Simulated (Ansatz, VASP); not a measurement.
**Two plane-wave programs on ZnS (Wurtzite-6H)**

File INCAR:

```
ALGO = Normal
EDIFF = 1E-6
ENCUT = 520
GGA = PE
ISIF = 2
ISMEAR = 0
LASPH = True
LCHARG = False
LREAL = False
LWAVE = False
NELM = 80
PREC = Accurate
SIGMA = 0.011
```

The input KPOINTS:

```
k-points
0
Gamma
  8 8 2
```

File POSCAR:

```
ZnS
1.0
    3.8120000000      0.0000000000      0.0000000000
   -1.9060000000      3.3012888392      0.0000000000
    0.0000000000      0.0000000000     18.6899900000
Zn S
6 6
Direct
    0.3333333333      0.6666666667      0.8333300000
    0.6666666667      0.3333333333      0.3333300000
    0.6666666667      0.3333333333      0.6666700000
    0.3333333333      0.6666666667      0.1666700000
    0.0000000000      0.0000000000      0.5000000000
    0.0000000000      0.0000000000      0.0000000000
    0.3333333333      0.6666666667      0.9583300000
    0.6666666667      0.3333333333      0.4583300000
    0.6666666667      0.3333333333      0.7916700000
    0.3333333333      0.6666666667      0.2916700000
    0.0000000000      0.0000000000      0.6250000000
    0.0000000000      0.0000000000      0.1250000000
```

Contents of input.yaml:

```yaml
crystal:
  lattice:
    - [3.812, 0.0, 0.0]
    - [-1.906, 3.3012888392, 0.0]
    - [0.0, 0.0, 18.68999]
  atoms:
    - { symbol: Zn, position: [0.3333333333, 0.6666666667, 0.83333] }
    - { symbol: Zn, position: [0.6666666667, 0.3333333333, 0.33333] }
    - { symbol: Zn, position: [0.6666666667, 0.3333333333, 0.66667] }
    - { symbol: Zn, position: [0.3333333333, 0.6666666667, 0.16667] }
    - { symbol: Zn, position: [0.0, 0.0, 0.5] }
    - { symbol: Zn, position: [0.0, 0.0, 0.0] }
    - { symbol: S, position: [0.3333333333, 0.6666666667, 0.95833] }
    - { symbol: S, position: [0.6666666667, 0.3333333333, 0.45833] }
    - { symbol: S, position: [0.6666666667, 0.3333333333, 0.79167] }
    - { symbol: S, position: [0.3333333333, 0.6666666667, 0.29167] }
    - { symbol: S, position: [0.0, 0.0, 0.625] }
    - { symbol: S, position: [0.0, 0.0, 0.125] }
hamiltonian:
  xc: pbe
  pseudopotentials: { kind: paw }
kpoints:
  mp_grid: { grid: [8, 8, 2] }
scf:
  occupations: { method: gaussian, width: 0.011 }
output:
  forces: true
  stress: true
  eigenvalues: true
```

Alike in both runs: task single point; functional PBE; k mesh 8 × 8 × 2; occupations gaussian, width 0.011 eV; no spin polarisation.

|  | VASP | Ansatz |
| --- | --- | --- |
| version | VASP 6.6.1 | Ansatz 0.2.0 |
| potentials or method | VASP PAW PBE potentials, release 64 (Zn, S) | Ansatz PAW |
| plane-wave cutoff (eV) | 520 | 420 |
| valence electrons in the cell | 108 | 108 |

Ansatz gave:

| Quantity | Value |
| --- | --- |
| gap on the k mesh at the Fermi level (eV) | 2.16 |
| least direct gap on the mesh (eV) | 2.16 |
| pressure (GPa) | 2.1 |
| rms of the force components (eV/Å) | 0.010 |

Estimate VASP's values.

gap on the k mesh at the Fermi level (eV): 2.17; least direct gap on the mesh (eV): 2.17; pressure (GPa): 2.3; rms of the force components (eV/Å): 0.010.

Atom by atom the forces differ by 0.001 eV/Å (rms over components). The functional is the same, so the differences come from potentials, cutoffs and numerics.

A k mesh can miss the band edges. PBE gaps usually lie below the measured ones, often by a third to a half.
